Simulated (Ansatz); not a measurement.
ZnO under changes of volume

One of the cells (9.713 Å³/atom); the others are scaled copies at fixed shape and fractional positions:

```
Zn O
1.0
     2.68821    0.00000    0.00000
     0.00000    2.68821    0.00000
     0.00000    0.00000    2.68821
Zn O
1 1
Direct
  0.00000 0.00000 0.00000
  0.50000 0.50000 0.50000
```

The cell was built by a generator and needn't be a form met in nature.

- Program: Ansatz 0.2.0
- Functional: PBE
- Potentials or basis: Ansatz PAW
- Cutoff: 420 eV (not typed: the program's choice for these potentials)
- k mesh: 10 × 10 × 10
- Occupations: fermi-dirac, width 0.05 eV
- Spin: no spin polarisation

```csv
volume (Å³/atom),energy over the lowest point (meV/atom),pressure (GPa)
9.130,?,?
9.325,8.11,7.1
9.519,1.85,3.3
9.713,0.00,-0.1
9.907,1.98,-3.1
10.102,7.38,-5.8
10.296,16.01,-8.2
```

Q: What does the run at 9.130 Å³/atom give?

A: Energy over the lowest point 19.21 meV/atom; pressure 11.3 GPa.

Worked out: A Birch-Murnaghan fit of order 3 (a polynomial in V^(-2/3)) to the other rows has its minimum at 9.71 Å³/atom with B0 = V·E''(V) = 160 GPa and B' = 4.4. It gives 19.20 meV/atom at 9.130 Å³/atom, against the run's 19.21, and -dE/dV = 11.3 GPa, against 11.3.

Energies are extrapolated to zero smearing.
